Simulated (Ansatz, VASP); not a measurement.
# BN: VASP beside Ansatz, part 2 of 3

Aim: how closely do two programs agree when they are given the same cell, functional and k mesh?

VASP 6.6.1 and Ansatz 0.2.0.

So far. Step 2 (VASP: band structure, HSE06): The k-mesh is coarse for exact exchange; levels may shift by about 0.1 eV on a finer one.

### 3. Ansatz: band structure, HSE06

Level of this step: Ansatz beside VASP: Kohn-Sham DFT, plane waves, HSE06 (Ansatz).

Ansatz runs on its default PAW (the set named soft_2) files.

The same cell, functional, mesh and smearing now go to Ansatz, which takes its cutoff from its data sets.

input.yaml reads:

```yaml
crystal:
  lattice:
    - [2.50399, 0.0, 0.0]
    - [-1.251995, 2.1685189508, 0.0]
    - [0.0, 0.0, 6.6612]
  atoms:
    - { symbol: B, position: [0.3333333333, 0.6666666667, 0.25] }
    - { symbol: B, position: [0.6666666667, 0.3333333333, 0.75] }
    - { symbol: "N", position: [0.3333333333, 0.6666666667, 0.75] }
    - { symbol: "N", position: [0.6666666667, 0.3333333333, 0.25] }
hamiltonian:
  xc: { exchange: pbe, correlation: pbe, exx: { coeff: 0.25, omega: 0.2 } }
  pseudopotentials: { kind: paw }
kpoints:
  mp_grid: { grid: [6, 6, 2] }
  band_path:
    path:
      - [0.0, 0.0, 0.0]
      - [0.4, 0.0, 0.0]
      - [0.5, 0.0, 0.0]
      - [0.4, 0.2, 0.0]
      - [0.36667, 0.26667, 0.0]
      - [0.2, 0.2, 0.0]
      - [0.0, 0.0, 0.1]
      - [0.0, 0.0, 0.5]
      - [0.4, 0.0, 0.5]
      - [0.4, 0.2, 0.5]
      - [0.2, 0.2, 0.5]
      - [0.5, 0.0, 0.4]
      - [0.33333, 0.33333, 0.0]
      - [0.33333, 0.33333, 0.5]
    npoints: 1
scf:
  occupations: { method: gaussian, width: 0.02 }
  n_extra_bands: 8
output:
  forces: true
  stress: true
  eigenvalues: true
```

Run with:

```
$ ansatz run input.yaml --threads 4 --pin off --max-ram 9216MiB --backend cpu --events-out ev --progress --plain --runs-dir out
```

Numbers of over 12 decimals in the logs are rounded to 6 here.

Log:

```text
Warning: output.stress: scf.convergence.dr2_threshold = 1e-7 eV (the SCF's general default) is looser than the 4e-10 eV advised for a printed stress (1e-10 eV for each atom of the cell: 4). What an SCF threshold leaves in a stress goes as its square root, and in the free energy as the threshold itself, and one threshold admits the most on a small cell: [figures from the program's tests cut] Set scf.convergence.dr2_threshold to 4e-10 eV or tighter. The threshold is an SCF's pass mark: one that does not reach it within its budget of iterations ends unconverged, or closes short of it on a stop that the run arms, and scf.convergence.dr2_threshold's page says what that costs each kind of run
Warning: output.stress: scf.exx.energy_threshold = 1e-6 eV is looser than the 4e-8 eV advised for a stress under a hybrid functional (1e-8 eV for each atom of the cell: 4). Every SCF of the exchange loop can meet its threshold on dr2 while the loop round them stops early: no threshold on dr2 bounds what that leaves in the stress. Set scf.exx.energy_threshold to 4e-8 eV or tighter. The threshold is the loop's pass mark: a loop that does not reach it within its budget of cycles ends unconverged, and scf.exx.energy_threshold's page has the law
scf.n_extra_bands = 8 over 8 filled bands (N_el = 16.0): the run solves 16 bands
Engine: ansatz 0.2.0, aarch64-unknown-linux-gnu
Pseudopotentials: kind: paw
Pseudopotential: B, paw, valence charge 3, recommended cutoff 420 eV (normal), B.paw.azcp
Pseudopotential: N, paw, valence charge 5, recommended cutoff 420 eV (normal), N.paw.azcp
Functional definition: unnamed
  parameter a_1 = 0.25
  parameter omega_1 = 0.2/angstrom
  exchange = pbe_x + (-a_1)*pbe_x_sr(omega_1) + a_1*exact_x_sr(omega_1)
  correlation = pbe_c
Crystal: 4 atoms, lattice volume = 36.170 Å³
Basis set: ecut = 420 eV, 713 PW (Γ), exchange–correlation on 36×36×90 points (8 copies of the dense FFT grid, shifted against one another)
Bands: 16, of which v1, the nominal top of the filled ones, is band 8 counted from 1 (7 counted from 0)
Symmetry: 24 space group operations
Space group: P63/mmc (ITA 194), of the structure as read, at distance tolerance 3.3e-5 Å
k-points: 14 of 72
Non-local potential: B, projectors of the file, l = 0: 2, l = 1: 2, l = 2: 1
Non-local potential: N, projectors of the file, l = 0: 2, l = 1: 2, l = 2: 1
PAW form: soft (Blöchl's): semilocal exchange-correlation on the pseudo side does not see the compensation charge
PAW frozen core: B, regenerated for the run's functional, and the local potential with it (the file was generated under x = pbe(κ = 0.804, μ = 0.219515), c = pbe(β = 0.066725))
PAW frozen core: N, regenerated for the run's functional, and the local potential with it (the file was generated under x = pbe(κ = 0.804, μ = 0.219515), c = pbe(β = 0.066725))
PAW one-centre angular grid: B, 110 points (default); XC on 64 Gauss nodes
PAW one-centre angular grid: N, 110 points (default); XC on 64 Gauss nodes
Initial density: superposition of atomic densities (neutral atoms: chi_scale 0, normalization atom), corrected by the library's trained network
Initial wavefunctions: pseudopotential atomic-orbital guess
Functional: x = pbe(κ = 0.804, μ = 0.219515), c = pbe(β = 0.066725), warm-up for x = pbe(κ = 0.804, μ = 0.219515) + 0.25 (exact − pbe) at short range (hse, ω = 0.2 Å⁻¹), c = pbe(β = 0.066725)
SCF iter   1: F=—  HF=-1084.805086 eV  |F-HF|=—  |Δ(HF+E_count)|=         —  Δρ=1.57e-3  dr2=2.56e-4  ethr=1.77e-3  ⟨swp⟩=2.9  Hψ=1547  notcnv=0
preconditioner: auto → none  [insulator: Δε(μ)=4.281 eV  Ē_g=18.662 eV  σ=0.020 eV  W_gap=1.00  n_scr=4 (ndim 8)  ℏωp=24.7 eV  f_vac=0.023  D(μ)=0.00/eV (n_scr^D=0)]
SCF iter   2: F=-1084.806435 eV  HF=-1084.806078 eV  |F-HF|=3.57e-4  |Δ(HF+E_count)|=   9.93e-4  Δρ=7.50e-4  dr2=4.13e-5  ethr=1.60e-6  ⟨swp⟩=3.3  Hψ=496  notcnv=0  defer=3
SCF 1 stopped early in 2 iterations: F = -1084.806435 eV  dr2 = 4.13e-5
  greatest PAW one-centre occupation: 0.797 electrons in one spin orbital (limit 2), on the N atom at site 3 (counted from 0), in its partial waves of l = 0
Initial density: handed on by an earlier stage of this run
Initial wavefunctions: those handed on with the density
Functional: x = pbe(κ = 0.804, μ = 0.219515) + 0.25 (exact − pbe) at short range (hse, ω = 0.2 Å⁻¹), c = pbe(β = 0.066725)
Exchange kernel: α = 0.2500, screened, ω = 0.2000 Å⁻¹, Wigner–Seitz truncation, v(0) = 1090.0485 eV·Å³, q-mesh 6×6×2, nearest image of the exchange supercell L = 13.32 Å, pair-density grid 15×15×32, without the augmentation charges, whose exchange is taken in its separable form by FFT convolution over the k-point mesh (sized by the pseudopotential files, 15×15×45 at the most), smooth part of the exact exchange by density-matrix convolution
Frozen-core exchange: fock
SCF iter   1: F=—  HF=-1085.043633 eV  |F-HF|=—  |Δ(HF+E_count)|=         —  Δρ=7.76e-3  dr2=1.44e-2  ethr=2.58e-6  ⟨swp⟩=6.4  Hψ=1089  notcnv=0
preconditioner: auto → none  [insulator: Δε(μ)=5.617 eV  Ē_g=21.076 eV  σ=0.020 eV  W_gap=1.00  n_scr=4 (ndim 8)  ℏωp=24.7 eV  f_vac=0.022  D(μ)=0.00/eV (n_scr^D=0)]
SCF iter   2: F=—  HF=-1085.038837 eV  |F-HF|=—  |Δ(HF+E_count)|=   4.80e-3  Δρ=3.64e-3  dr2=2.41e-3  ethr=2.58e-6  ⟨swp⟩=3.6  Hψ=621  notcnv=0
SCF iter   3: F=—  HF=-1085.043858 eV  |F-HF|=—  |Δ(HF+E_count)|=   5.02e-3  Δρ=1.73e-3  dr2=9.32e-4  ethr=2.58e-6  ⟨swp⟩=3.2  Hψ=519  notcnv=0
iter 4 solved again at ethr=5.72e-8 eV; its pass at ethr=2.58e-6 eV (dr2=9.15e-6 eV) is discarded
SCF iter   4: F=—  HF=-1085.043576 eV  |F-HF|=—  |Δ(HF+E_count)|=   2.82e-4  Δρ=2.27e-4  dr2=2.66e-5  ethr=5.72e-8  ⟨swp⟩=2.1  Hψ=821  notcnv=0
SCF iter   5: F=—  HF=-1085.043669 eV  |F-HF|=—  |Δ(HF+E_count)|=   9.30e-5  Δρ=2.46e-4  dr2=1.84e-5  ethr=5.72e-8  ⟨swp⟩=3.1  Hψ=428  notcnv=0
SCF iter   6: F=-1085.043663 eV  HF=-1085.043664 eV  |F-HF|=3.63e-8  |Δ(HF+E_count)|=   5.13e-6  Δρ=2.32e-5  dr2=1.45e-6  ethr=5.72e-8  ⟨swp⟩=2.9  Hψ=391  notcnv=0
SCF 2 stopped early in 6 iterations: F = -1085.043663 eV  dr2 = 1.45e-6
  greatest PAW one-centre occupation: 0.799 electrons in one spin orbital (limit 2), on the N atom at site 3 (counted from 0), in its partial waves of l = 0
hybrid outer 1: dexx = +6.277e-3 eV, tail = 1.28e-5 eV
Exchange kernel: α = 0.2500, screened, ω = 0.2000 Å⁻¹, Wigner–Seitz truncation, v(0) = 1090.0485 eV·Å³, q-mesh 6×6×2, nearest image of the exchange supercell L = 13.32 Å, pair-density grid 15×15×32, without the augmentation charges, whose exchange is taken in its separable form by FFT convolution over the k-point mesh (sized by the pseudopotential files, 15×15×45 at the most), smooth part of the exact exchange by density-matrix convolution
Frozen-core exchange: fock
SCF iter   1: F=—  HF=-1085.043750 eV  |F-HF|=—  |Δ(HF+E_count)|=         —  Δρ=4.44e-5  dr2=4.16e-7  ethr=3.99e-7  ⟨swp⟩=4.1  Hψ=583  notcnv=0
preconditioner: auto → none  [insulator: Δε(μ)=5.621 eV  Ē_g=21.076 eV  σ=0.020 eV  W_gap=1.00  n_scr=4 (ndim 8)  ℏωp=24.7 eV  f_vac=0.022  D(μ)=0.00/eV (n_scr^D=0)]
SCF iter   2: F=—  HF=-1085.043750 eV  |F-HF|=—  |Δ(HF+E_count)|=   7.85e-8  Δρ=1.23e-5  dr2=1.17e-7  ethr=2.09e-9  ⟨swp⟩=3.0  Hψ=415  notcnv=0
SCF iter   3: F=-1085.043750 eV  HF=-1085.043750 eV  |F-HF|=1.16e-9  |Δ(HF+E_count)|=   1.22e-7  Δρ=5.18e-6  dr2=3.75e-9  ethr=7.70e-11  ⟨swp⟩=3.6  Hψ=526  notcnv=0  defer=2
SCF 3 converged in 3 iterations: F = -1085.043750 eV  dr2 = 3.75e-9
  Residual-converged pass: ⟨swp⟩=2.6  Hψ=350  notcnv=0  max |occ|·‖R‖ = 2.4e-6 eV (tolerance 2.4e-6 eV)  dr2=3.71e-9  dr2_onsite=5.54e-10  max |Δocc| = 0.0e0
hybrid outer 2: dexx = +1.790e-7 eV, tail = 1.20e-8 eV, Δε = 1.97e-3 eV (about 7.27e-5 eV left of the loop's levels)
NSCF: frozen V_eff on 14 k-points
hybrid SCF converged: 2 outer / 9 inner (+2 warm-up), last move |dexx| = 1.79e-7 eV, tail = 1.20e-8 eV
Stability not checked: this state was not tested for a lower state beside it, because the functional holds exact exchange (a hybrid, or Hartree-Fock), whose exchange loop this test does not read (fock_operator; see scf.lower_state_search)
Free energy (F): -1085.043750 eV
Frozen-core exchange: fock
Harris-Foulkes:  -1085.043750 eV  (|F-HF|=1.16e-9)
Internal energy: -1085.043750 eV  (E = F + TS)
E sigma→0 (E₀):  -1085.043750 eV
Fermi energy:    6.697381 eV
--- Per-component energies (eV) ---
  E_band       = -63.647831
  E_kinetic    = 366.958279
  E_local      = -694.470579  (includes V_loc(G=0)·N_el)
  E_nonlocal   = 113.654129
  E_hartree    = 225.034996
  E_xc         = -149.028569
  E_vxc        = -183.158399  (∫ρ·V_xc dr)
  E_exx        = -39.021678  (= α·E_x^exact, valence–valence)
  E_paw        = -410.225861  (= ΣΔE_a)
  E_vpaw       = -38.657526  (= ΣTr[D̂ρ^β])
  E_aug_tail   = 0.000203  (compensation charges beyond the density's cutoff)
  E_ewald      = -497.875223
  E_core_change = -0.069446  (= ΣΔE_core)
  E_smearing   = -0.000000  (= −TS)
  E_closure    = -0.000000  (closes the sum)
  Σ components = -1085.043750   (vs F -1085.043750, Δ=0.00e0)
--- Forces (eV/Å), atoms counted from 1 ---
  atom   1  B      0.00000000    -0.00000000     0.00000000
  atom   2  B      0.00000000     0.00000000    -0.00000000
  atom   3  N      0.00000000    -0.00000000     0.00000000
  atom   4  N     -0.00000000     0.00000000    -0.00000000
  max |Σ_I F_I| component: 2.22e-16 eV/Å
--- Stress (GPa, compression-positive) ---
       -3.748989      -0.000000      -0.000000
       -0.000000      -3.748989       0.000000
       -0.000000       0.000000       2.355723
  P = ⅓ Tr σ = -1.7141 GPa (-17.141 kbar)
--- Band table (eV; the first three rows and the last of 14) ---
  k-point 0: bands = [... 4 lower, 2.3072, 2.3072, 2.3463, 2.3463, 10.3251, 15.9095, 17.2325, 17.2325, ... 4 higher]
  k-point 1: bands = [... 4 lower, 2.3268, 2.3268, 2.3268, 2.3268, 12.8584, 12.8584, 17.2998, 17.2998, ... 4 higher]
  k-point 2: bands = [... 4 lower, 0.1662, 0.2116, 1.3464, 1.3987, 11.2517, 15.4555, 16.5805, 17.0626, ... 4 higher]
  k-point 13: bands = [... 4 lower, -4.0692, -4.0692, 3.8868, 3.8868, 9.9656, 9.9656, 17.2182, 17.2182, ... 4 higher]
```

Elapsed: 11 s, on 4 threads of Arm Neoverse V2, shared host; peak memory 0.56 GiB; 36 s of CPU time.

The column dr2 measures how far the density is from self-consistency, as an energy; F and HF (Harris–Foulkes) agree once it is small.

### 4. Side by side

Known differences besides the potentials themselves: exact exchange at q = 0 is treated differently, which shows on coarse meshes; VASP keeps PBE cores, Ansatz makes them for the functional; the cutoff is 420 eV in Ansatz and 520 eV in VASP; VASP takes a coarser grid for exact exchange (PRECFOCK = Fast). Total energies have different zeros and are not compared.

Both answers:

```
                     quantity  Ansatz   VASP  difference
gap over the path points (eV)   5.591  5.581      +0.010
```

Levels at points of the path, from each program's valence-band top (eV; 4 filled, then empty):

```
k (reciprocal lattice)                                    Ansatz                                      VASP
     0.000 0.000 0.000  -1.61 -1.61 -1.57 -1.57 6.41 11.99 13.31  -1.60 -1.60 -1.56 -1.56 6.41 11.99 13.29
     0.400 0.000 0.000   -4.43 -4.37 -2.58 -1.05 6.77 8.06 10.43   -4.42 -4.36 -2.58 -1.05 6.76 8.05 10.43
     0.500 0.000 0.000   -4.66 -4.59 -1.56 -0.52 5.59 7.08 11.06   -4.65 -4.58 -1.56 -0.52 5.58 7.07 11.05
     0.400 0.200 0.000   -6.62 -6.53 -0.89 -0.13 5.97 6.81 13.33   -6.61 -6.53 -0.89 -0.13 5.96 6.80 13.34
     0.367 0.267 0.000    -7.52 -7.46 -0.47 0.00 6.13 6.54 12.38    -7.52 -7.46 -0.47 0.00 6.12 6.54 12.37
     0.200 0.200 0.000   -5.29 -5.23 -3.45 -1.66 8.76 9.07 10.06   -5.28 -5.22 -3.45 -1.66 8.75 9.06 10.06
     0.000 0.000 0.100  -1.61 -1.61 -1.57 -1.57 6.53 11.79 13.32  -1.60 -1.60 -1.56 -1.56 6.53 11.79 13.30
     0.000 0.000 0.500   -1.59 -1.59 -1.59 -1.59 8.94 8.94 13.38   -1.58 -1.58 -1.58 -1.58 8.95 8.95 13.36
     0.400 0.000 0.500   -4.40 -4.40 -1.84 -1.84 7.18 7.18 11.50   -4.39 -4.39 -1.84 -1.84 7.17 7.17 11.50
     0.400 0.200 0.500   -6.58 -6.58 -0.46 -0.46 6.17 6.17 14.00   -6.57 -6.57 -0.46 -0.46 6.16 6.16 14.00
```

Among the levels compared at these points, filled levels agree within 10 meV and empty ones within 20 meV.

### 5. Ansatz: band structure, PBE0

The same path points are solved in both programs, so levels can be compared one by one.

input.yaml: that of step 3 with these lines changed.

```diff
@@ -11,3 +11,3 @@
 hamiltonian:
-  xc: { exchange: pbe, correlation: pbe, exx: { coeff: 0.25, omega: 0.2 } }
+  xc: pbe0
   pseudopotentials: { kind: paw }
```

Log:

```text
[...]
Crystal: 4 atoms, lattice volume = 36.170 Å³
Basis set: ecut = 420 eV, 713 PW (Γ), exchange–correlation on 36×36×90 points (8 copies of the dense FFT grid, shifted against one another)
Bands: 16, of which v1, the nominal top of the filled ones, is band 8 counted from 1 (7 counted from 0)
Symmetry: 24 space group operations
[...]
k-points: 14 of 72
[...]
--- Band table (eV; the first three rows and the last of 14) ---
  k-point 0: bands = [... 4 lower, 1.9215, 1.9215, 1.9610, 1.9610, 10.6500, 16.2651, 17.6088, 17.6088, ... 4 higher]
  k-point 1: bands = [... 4 lower, 1.9413, 1.9413, 1.9413, 1.9413, 13.2007, 13.2007, 17.6766, 17.6766, ... 4 higher]
  k-point 2: bands = [... 4 lower, -0.2281, -0.1824, 0.9569, 1.0097, 11.5788, 15.8202, 16.9581, 17.4529, ... 4 higher]
  k-point 13: bands = [... 4 lower, -4.4731, -4.4731, 3.5159, 3.5159, 10.3244, 10.3244, 17.5559, 17.5559, ... 4 higher]
[key lines of the parts left out:]
Free energy (F): -1085.262132 eV
Fermi energy:    6.688281 eV
P = ⅓ Tr σ = -1.7657 GPa (-17.657 kbar)
```

Wall time 10 s (4 threads); peak memory 0.56 GiB.

[end of part 2 of 3]

[Lines on the potential files, build, host, timing and source positions are cut from VASP's logs without a mark.]

[Logs are printed without paths, hosts, clocks, repeated set-up lines and the standing remarks that a program may print on its own settings, such as how far it seeks lower states.]

[Hosts, paths, dates, database ids (printed as entryN), source tags and the programs' standing remarks are cut or masked in the printed files.]
